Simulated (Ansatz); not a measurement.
**MgS (Niningerite): relaxation of cell and atoms with PBE+D3(BJ)**

Crystal: MgS (Niningerite).

```xyz
2
Lattice="0.0000 2.6016 2.6016 2.6016 0.0000 2.6016 2.6016 2.6016 0.0000" Properties=species:S:1:pos:R:3 pbc="T T T"
S     2.6016    2.6016    2.6016
Mg    0.0000    0.0000    0.0000
```

* Program: Ansatz 0.2.0
* Task: relaxation of cell and atoms
* Functional: PBE
* Dispersion: D3(BJ)
* Potentials or basis: Ansatz PAW
* Cutoff: 420 eV (not typed: the program's choice for these potentials)
* k mesh: 9 × 9 × 9
* Occupations: fermi-dirac, width 0.05 eV
* Spin: no spin polarisation

- Relaxed volume: 17.12 Å³/atom
- Relaxed cell: a = 3.645 Å, b = 3.645 Å, c = 3.645 Å, α = 60.00°, β = 60.00°, γ = 60.00°
- Space group after relaxing (to 0.05 Å): Fm-3m (No. 225)
- Energy gained by relaxing: 3.3 meV/atom
- Ionic steps: 4
- Pressure after relaxing: 0.0 GPa
- Band gap on the k mesh: 2.98 eV, indirect (least direct gap 3.95 eV)

Step by step:
| step | energy change (eV) | largest force (eV/Å) | volume (Å³) |
| --- | --- | --- | --- |
| 1 | 0.0000 | 0.0000 | 35.22 |
| 2 | -0.0065 | 0.0000 | 34.40 |
| 3 | -0.0066 | 0.0000 | 34.24 |
| 4 | -0.0066 | 0.0000 | 34.24 |

Final structure:
```
S Mg
1.0
     0.00000    2.57740    2.57740
     2.57740    0.00000    2.57740
     2.57740    2.57740    0.00000
S Mg
1 1
Direct
  0.50000 0.50000 0.50000
  0.00000 0.00000 0.00000
```

Levels at points of the mesh, in eV from the valence-band top:
```tsv
k point	band 6	band 7	band 8	band 9	band 10	band 11
(0.00, 0.00, 0.00)	0.00	0.00	0.00	3.95	7.90	7.90
```

Wall time 2.4 s on 2 threads of Intel(R) Xeon(R) Platinum 8488C (Sapphire Rapids), with other jobs on the host, peak memory 0.35 GiB.

Caveat: odd divisions of the mesh miss points on the zone boundary, where band edges often lie, so the gap on the mesh can be too wide; the plane-wave basis is chosen anew once the cell has moved, so the energies of steps on either side of that aren't comparable. A k mesh can miss the band edges.
